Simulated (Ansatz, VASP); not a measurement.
# As in two plane-wave programs, part 2 of 2

Aim: how closely do two programs agree when they are given the same cell, functional and k mesh? The cell is taken from a series of runs on this material, whose earlier steps may have relaxed, scaled, displaced or heated it; both programs get it as it stands.

VASP 6.6.1 and Ansatz 0.2.0.

So far: The starting structure; Ansatz: single point, PBE, pair 1; VASP: single point, PBE, pair 1; Differences; What the set-up changes; VASP: single point, PBE, pair 2.

**7. Ansatz: single point, PBE, pair 2**

Level of this step: Ansatz beside VASP: Kohn-Sham DFT, plane waves, PBE (Ansatz).

The same cell, functional and mesh now go to Ansatz, which takes its cutoff from its data sets.

The cell is taken from a series of runs on this material, whose earlier steps may have relaxed, scaled, displaced or heated it; both programs get it as it stands.

The input, input.yaml:

```yaml
crystal:
  lattice:
    - [3.6140216397, 0.0, 0.0]
    - [-1.8070108198, 3.1298345498, 0.0]
    - [0.0, 0.0, 34.1]
  atoms:
    - { symbol: As, position: [0.3333333333, 0.6666666667, 0.4605382357] }
    - { symbol: As, position: [0.6666666667, 0.3333333333, 0.4201710898] }
    - { symbol: As, position: [0.3333333333, 0.6666666667, 0.5798289102] }
    - { symbol: As, position: [0.0, 0.0, 0.5393127321] }
  periodic: [true, true, false]
kpoints:
  mp_grid: { grid: [9, 9, 1] }
hamiltonian:
  xc: pbe
  pseudopotentials: { kind: paw, azcp: { folder: soft_1 } }
scf:
  occupations: { method: fixed }
  n_extra_bands: 5
output:
  eigenvalues: true
  forces: true
  stress: true
  band_densities: [{ e_range: [-0.08, 0] }, { e_range: [0.34, 0.47] }]
  volumetric_format: npy
```

Started as:

```console
> ansatz run input.yaml --threads 4 --pin off --max-ram 17510MiB --backend cpu --events-out ev --progress --plain --runs-dir out
```

Numbers of over 12 decimals in the logs are rounded to 6 here.

What it wrote:

```text
[...]
Crystal: 4 atoms, lattice volume = 385.715 Å³
Basis set: ecut = 420 eV, 7433 PW (Γ), exchange–correlation on 50×50×480 points (8 copies of the dense FFT grid, shifted against one another)
Bands: 35, of which v1, the nominal top of the filled ones, is band 30 counted from 1 (29 counted from 0)
Symmetry: 6 space group operations
[...]
k-points: 12 of 81 (time reversal used)
[...]
k-point 11: bands = [... 26 lower, -8.1504, -7.5927, -7.3729, -6.7887, -3.6230, -3.2461, -1.4533, -0.5391, ... 1 higher]
  ° read free of the cell's end (the report's vacuum.weakly_bound_levels)
--- Band densities, each state counted as filled ---
  window                                       electrons  max residual (eV)  cut levels
  e_range: [-0.08, 0]                           0.148148             1.4e-6           0
  e_range: [0.34, 0.47]                         0.148148             1.2e-6           0
[key lines of the parts left out:]
SCF converged after 9 iterations
Free energy (F): -19424.502597 eV
Fermi energy:    -4.555969 eV
P = ½ c Tr σ = 1.4109 N/m
```

**8. Comparison**

What differs besides the data sets and the points named for the pairs above, as far as they apply: the data sets hold 60 valence electrons in Ansatz (on its PAW soft_1 files) and 20 in VASP. Total energies have different zeros and are not compared.

Compared:

```csv
quantity,Ansatz,VASP,difference
gap on the k mesh (eV),0.417,0.394,+0.023
```

Forces (eV/Å; atoms numbered as in POSCAR):

```csv
atom,"Ansatz x, y, z","VASP x, y, z"
As1,"0.000, 0.000, -0.053","0.000, 0.000, 0.030"
As2,"0.000, 0.000, -0.142","0.000, 0.000, -0.222"
As3,"0.000, 0.000, 0.144","0.000, 0.000, 0.223"
As4,"0.000, 0.000, 0.051","0.000, 0.000, -0.030"
```

The forces differ by 47 meV/Å r.m.s., which is 50.9 % of the r.m.s. force of 0.092 eV/Å (both taken over all components). A gap on the mesh is an upper bound, since the band edges may lie between its points. With vacuum in the cell, a pressure given here is an average over mostly empty space and none of the material.

**9. VASP: single point, PBE, pair 3**

With cell and atoms fixed, the geometry can't cause a difference; cores, projectors, grids and the points listed under the comparison can.

The input, INCAR:

```
SYSTEM = As
PREC = Accurate
ENCUT = 400
EDIFF = 1E-06
NELM = 120
ISMEAR = -1
SIGMA = 0.02
LREAL = .FALSE.
ALGO = Normal
GGA = PE
NBANDS = 16
LORBIT = 11
LWAVE = .FALSE.
LCHARG = .FALSE.
ISIF = 2
LDIPOL = .TRUE.
IDIPOL = 3
DIPOL = 0.5 0.5 0.5
LVHAR = .TRUE.
LASPH = .TRUE.
GGA_COMPAT = .FALSE.
EFERMI = MIDGAP
NELMDL = -8
KPAR = 2
```

The input, POSCAR:

```
As
1.0
    3.6852565885      0.0000000000      0.0000000000
   -1.8426282942      3.1915258251      0.0000000000
    0.0000000000      0.0000000000     32.9000000000
As
4
Direct
    0.3333333334      0.6666666667      0.4671388977
    0.6666666667      0.3333333334      0.4265993054
    0.6666666667      0.3333333334      0.5734006946
    0.0000000000      0.0000000001      0.5328611023
```

The input, KPOINTS:

```
Automatic mesh
0
Gamma
6 6 1
0 0 0
```

Potentials, in the order of the species: As (PBE family, release 64).

Started as:

```console
> mpirun -np 2 vasp_std
```

What it wrote:

```text
[... set-up lines as in an earlier step ...]
 entering main loop
       N       E                     dE             d eps       ncg     rms          rms(c)
DAV:   1     0.128328015449E+03    0.12833E+03   -0.53298E+03   224   0.694E+02
DAV:   2    -0.382202780388E+01   -0.13215E+03   -0.12569E+03   360   0.139E+02
DAV:   3    -0.183412062294E+02   -0.14519E+02   -0.14463E+02   328   0.573E+01
DAV:   4    -0.186443139150E+02   -0.30311E+00   -0.30268E+00   328   0.102E+01
[...]
DAV:  20    -0.185713607115E+02   -0.86587E-05   -0.27321E-07   240   0.114E-03    0.285E-04
DAV:  21    -0.185713631009E+02   -0.23895E-05   -0.34433E-08   232   0.477E-04    0.103E-04
DAV:  22    -0.185713639625E+02   -0.86153E-06   -0.11164E-08   200   0.267E-04
   1 F= -.18571364E+02 E0= -.18571364E+02  d E =-.129211E-06
```

Parts of OUTCAR (step 9):

```text
  Total        1.3897718      1.3897718      0.8399131      0.0000000      0.0000000      0.0000000
  in kB        5.7542946      5.7542946      3.4776265      0.0000000      0.0000000      0.0000000
  external PRESSURE =       4.9954053 kB  Pullay stress =       0.0000000 kB

 POSITION                                       TOTAL-FORCE (eV/Angst)
 -----------------------------------------------------------------------------------
      0.00000      2.12768     15.36887         0.000000      0.000000     -0.002526
      1.84263      1.06384     14.03512         0.000000     -0.000000     -0.175535
      1.84263      1.06384     18.86488        -0.000000     -0.000000      0.175535
     -0.00000      0.00000     17.53113         0.000000     -0.000000      0.002526
 -----------------------------------------------------------------------------------
    total drift:                               -0.000000     -0.000000      0.000000

  FREE ENERGIE OF THE ION-ELECTRON SYSTEM (eV)
  ---------------------------------------------------
  free  energy   TOTEN  =       -18.5713639625 eV

  energy  without entropy=      -18.5713638333  energy(sigma->0) =      -18.57136390

[... 3 further parts left out ...]
[key lines of the parts left out:]
E-fermi :  -2.1708
```

**10. Ansatz: single point, PBE, pair 3**

The same cell, functional, mesh and smearing now go to Ansatz, which takes its cutoff from its data sets.

The cell is taken from a series of runs on this material, whose earlier steps may have relaxed, scaled, displaced or heated it; both programs get it as it stands.

The input, input.yaml:

```yaml
crystal:
  lattice:
    - [3.6852565885, 0.0, 0.0]
    - [-1.8426282942, 3.1915258251, 0.0]
    - [0.0, 0.0, 32.9]
  atoms:
    - { symbol: As, position: [0.3333333333, 0.6666666667, 0.4671388977] }
    - { symbol: As, position: [0.6666666667, 0.3333333333, 0.4265993054] }
    - { symbol: As, position: [0.6666666667, 0.3333333333, 0.5734006946] }
    - { symbol: As, position: [0.0, 0.0, 0.5328611023] }
  periodic: [true, true, false]
kpoints:
  mp_grid: { grid: [6, 6, 1] }
  band_path:
    path:
      - [0, 0, 0]
      - [0.5, 0, 0]
      - [0.3333333333333, 0.3333333333333, 0]
      - [0, 0, 0]
    npoints: 10
hamiltonian:
  xc: pbe
  pseudopotentials: { kind: paw, azcp: { folder: soft_1 } }
scf:
  occupations: { method: fermi_dirac, width: 0.02 }
  n_extra_bands: 5
output:
  eigenvalues: true
  forces: true
  stress: true
  write_density: true
  write_potential: true
  elf: true
  volumetric_format: npy
```

Started as:

```console
> ansatz run input.yaml --threads 4 --pin off --max-ram 17510MiB --backend cpu --events-out ev --progress --plain --runs-dir out
```

What it wrote:

```text
[...]
Crystal: 4 atoms, lattice volume = 386.956 Å³
Basis set: ecut = 420 eV, 7561 PW (Γ), exchange–correlation on 50×50×450 points (8 copies of the dense FFT grid, shifted against one another)
Bands: 35, of which v1, the nominal top of the filled ones, is band 30 counted from 1 (29 counted from 0)
Symmetry: 12 space group operations
[...]
k-points: 7 of 36
[...]
k-point 0: bands = [... 26 lower, -5.9016, -5.6916, -5.6916, -4.5861, -4.0689, -2.7915, -2.7915, -2.0182, ... 1 higher]
  k-point 1: bands = [... 26 lower, -6.7038, -6.0972, -6.0618, -4.8307, -3.2973, -2.3607, -2.2165, -1.7258, ... 1 higher]
  k-point 2: bands = [... 26 lower, -7.5995, -7.0658, -6.8432, -5.5864, -3.9964, -2.2600, -2.0734, -1.9484, ... 1 higher]
  k-point 6: bands = [... 26 lower, -8.1155, -7.4159, -7.4159, -6.6767, -2.8045, -2.8045, -1.8557, 0.0077, ... 1 higher]
[key lines of the parts left out:]
SCF converged after 8 iterations
Free energy (F): -19424.465356 eV
Fermi energy:    -4.329017 eV
P = ½ c Tr σ = 1.6958 N/m
```

**11. Comparison**

What differs besides the data sets and the points named for the pairs above, as far as they apply: the data sets hold 60 valence electrons in Ansatz (on its PAW soft_1 files) and 20 in VASP. Total energies have different zeros and are not compared.

The two programs side by side:

```csv
quantity,Ansatz,VASP,difference
gap on the k mesh (eV),0.517,0.496,+0.021
```

Forces (eV/Å; atoms numbered as in POSCAR):

```csv
atom,"Ansatz x, y, z","VASP x, y, z"
As1,"0.000, 0.000, -0.072","0.000, 0.000, -0.003"
As2,"0.000, 0.000, -0.113","0.000, 0.000, -0.176"
As3,"0.000, 0.000, 0.113","0.000, 0.000, 0.176"
As4,"0.000, 0.000, 0.072","0.000, 0.000, 0.003"
```

The forces differ by 38 meV/Å r.m.s., which is 53.2 % of the r.m.s. force of 0.072 eV/Å (both taken over all components). A gap on the mesh is an upper bound, since the band edges may lie between its points. With vacuum in the cell, a pressure given here is an average over mostly empty space and none of the material.

**12. Outcome**

| Property | Result |
| --- | --- |
| r.m.s. force difference (single point, PBE, pair 1) | 47 meV/Å |
| r.m.s. force difference (single point, PBE, pair 2) | 47 meV/Å |
| r.m.s. force difference (single point, PBE, pair 3) | 38 meV/Å |

In words: The r.m.s. force difference is 47 meV/Å (single point, PBE, pair 1), beyond the 12 meV/Å picked in this series as the mark of a large difference. The data sets hold unlike numbers of valence electrons (60 in Ansatz and 20 in VASP), so part of the differences comes from the potentials. Single point, PBE, pair 1, VASP with the data sets As_d and a cutoff of 520 eV: r.m.s. force difference goes from 47 to 11 meV/Å; the difference in gap on the k mesh goes from 0.023 to 0.010 eV. What causes the difference of the single point, PBE, pair 2 pair stays open here. What causes the difference of the single point, PBE, pair 3 pair stays open here. 4 further runs of this series are not shown here. Such differences can come from data sets, numerical settings and the points named under the comparisons, not from the functional's error against experiment.

[Lines on the potential files, build, host, timing and source positions are cut from VASP's logs without a mark.]

[Logs are printed without paths, hosts, clocks, repeated set-up lines and the standing remarks that a program may print on its own settings, such as how far it seeks lower states.]

[Hosts, paths, dates, database ids (printed as entryN), source tags and the programs' standing remarks are cut or masked in the printed files.]
